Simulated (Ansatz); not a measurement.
# GaN: the cost of one run

Method: DFT PBE, scalar-relativistic, plane waves, PAW, in Ansatz 0.2.0.

4 further runs of the same task are left out: 1 that didn't finish, 3 set aside as unsound or not needed.

## (1) Starting point

Symmetry: F-43m, No. 216, cubic system. The conventional cell has a = 4.548 Å, b = 4.548 Å, c = 4.548 Å, α = 90.00°, β = 90.00°, γ = 90.00°. Ga (site symmetry -43m) has 4 N at 1.97 Å as nearest neighbours. Around N (site symmetry -43m) lie 4 Ga at 1.97 Å.

Coordinates:

```xyz
8
Lattice="4.5485 0.0000 0.0000 0.0000 -4.5485 0.0000 0.0000 0.0000 -4.5485" Properties=species:S:1:pos:R:3 pbc="T T T"
Ga    0.0000    0.0000    0.0000
Ga    2.2742   -2.2742    0.0000
Ga    2.2742    0.0000   -2.2742
Ga    0.0000   -2.2742   -2.2742
N     3.4114   -3.4114   -3.4114
N     1.1371   -1.1371   -3.4114
N     1.1371   -3.4114   -1.1371
N     3.4114   -1.1371   -1.1371
```

It goes back to an entry of the Materials Project.

It is built from the cell relaxed beforehand with the same method (11.76 Å³/atom).

## (2) Zero of energy

The cell is repeated 4 times, 8 atoms in all. Reference values: F = -16671.6319 eV; pressure 0.01 GPa; largest force 0.000 eV/Å; gap on the mesh 1.54 eV. It was computed beforehand with the settings of the runs below.

## (3) The scan: moving one atom along a line

Atom 5 (N) is moved by x along the Cartesian unit vector (-0.707, 0.707, 0.000); the cell and all other atoms stay fixed. Forces below are components along that vector, summed over the moved atoms. In a periodic cell its images move with it.

## (4) Point x = -0.200 Å

The input, input.yaml:

```yaml
crystal:
  lattice:
    - [4.5484769745, 0.0, 0.0]
    - [0.0, -4.5484769745, 0.0]
    - [0.0, 0.0, -4.5484769745]
  atoms:
    - { symbol: Ga, position: [0.0, 0.0, 0.0] }
    - { symbol: Ga, position: [0.5, 0.5, 0.0] }
    - { symbol: Ga, position: [0.5, 0.0, 0.5] }
    - { symbol: Ga, position: [0.0, 0.5, 0.5] }
    - { symbol: "N", position: [0.7810920242, 0.7810920242, 0.75] }
    - { symbol: "N", position: [0.25, 0.25, 0.75] }
    - { symbol: "N", position: [0.25, 0.75, 0.25] }
    - { symbol: "N", position: [0.75, 0.25, 0.25] }
basis:
  ecutwfc: 420
kpoints:
  mp_grid: { grid: [6, 6, 6] }
hamiltonian:
  xc: pbe
scf:
  occupations: { method: gaussian, width: 0.05 }
output:
  forces: true
  stress: true
  eigenvalues: true
```

Launch:

```console
> ansatz run input.yaml --threads 1 --pin off --max-ram 2560MiB --backend cpu --events-out ev --progress --plain --runs-dir out
```

Q: Estimate wall time and peak memory on 1 thread of Intel Xeon 6975P-C (Granite Rapids), shared host.

About 11 s, with a peak of 0.48 GiB.
